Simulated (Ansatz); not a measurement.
# AlN: the cost of one run

Program: the Python package of Ansatz 0.2.0. The levels of theory stand in the script. These are calculated values, not measurements.

A COD entry behind a cell of this session may itself be a prediction, so a difference from it is no test against experiment.

## 1. The structure

Symmetry: Fm-3m, No. 225, cubic system. The conventional cell has a = 3.938 Å, b = 3.938 Å, c = 3.938 Å, α = 90.00°, β = 90.00°, γ = 90.00°. Al (site symmetry m-3m) is surrounded by 6 N at 1.97 Å. N (site symmetry m-3m) is surrounded by 6 Al at 1.97 Å.

The script holds or builds the structure itself.

## 2. Script

run_lattice.py

```python
# -*- coding: utf-8 -*-
'''How the lattice of AlN depends on the functional.'''

from dataclasses import dataclass
import logging
import sys

import ansatz as az
import numpy as np

logging.basicConfig(stream=sys.stdout, format='%(levelname)s %(message)s')
log = logging.getLogger('calc')
log.setLevel(logging.INFO)


@dataclass(frozen=True)
class RunConfig:
    kgrid: tuple[int, ...] = (8, 8, 8)
    smearing: str = 'Methfessel-Paxton'


settings = RunConfig()

def edges_and_angles(cell):
    cell = np.asarray(cell)
    a, b, c = np.linalg.norm(cell, axis=1)
    cosines = cell[1] @ cell[2] / (b * c), cell[0] @ cell[2] / (a * c), cell[0] @ cell[1] / (a * b)
    return (a, b, c, *np.degrees(np.arccos(cosines)))

lattice = az.Lattice.of(
    (0.0, 1.969, 1.969),
    (1.969, 0.0, 1.969),
    (1.969, 1.969, 0.0),
)
sites = [
    ('Al', (0.0, 0.0, 0.0)),
    ('N', (0.5, 0.5, 0.5)),
]
system = az.Crystal(lattice=lattice)
for symbol, position in sites:
    system = system.atom(symbol, position)

calculation = (
    system.calculation()
    .basis(18 * az.Ha)
    .kpoints(*settings.kgrid)
    .occupations(settings.smearing)
    .relax(cell=True)
)

levels = [('pbesol', 'd3bj'), ('lda', 'none'), ('pbesol', 'none')]
log.info('level            a       b       c    alpha   beta  gamma  V/atom  steps')
for name, dispersion in levels:
    seen = []
    run = calculation.functional(name, dispersion=dispersion).session().plan()
    outcome = run.execute(on_event=lambda e: seen.append(e) if e['event'] == 'relax_step' else None)
    cell = outcome.lattice.cell_ang
    label = name if dispersion == 'none' else f'{name}+{dispersion}'
    print('{:13s} {:7.4f} {:7.4f} {:7.4f} {:6.2f} {:6.2f} {:6.2f}'.format(label, *edges_and_angles(cell)), f'{abs(np.linalg.det(cell)) / len(outcome.lattice.sites):7.3f} {len(seen):5d}')
```

## 3. What the engine is handed

The package turns the script's settings into the engine's input (first run):

```yaml
crystal:
  lattice:
    - [0.0, 1.969, 1.969]
    - [1.969, 0.0, 1.969]
    - [1.969, 1.969, 0.0]
  atoms:
    - { symbol: Al, position: [0.0, 0.0, 0.0] }
    - { symbol: "N", position: [0.5, 0.5, 0.5] }
basis:
  ecutwfc: 489.804952427784
kpoints:
  mp_grid:
    grid: [8, 8, 8]
hamiltonian:
  xc: pbesol
  dispersion: d3bj
scf:
  occupations:
    method: methfessel_paxton
relax:
  cell: {}
```

## 4. Running it

Command:

```bash
$ python run_lattice.py
```

What time and memory should one allow on 1 thread of Arm Neoverse V1, shared host?

About 12 s, with a peak of 0.35 GiB.
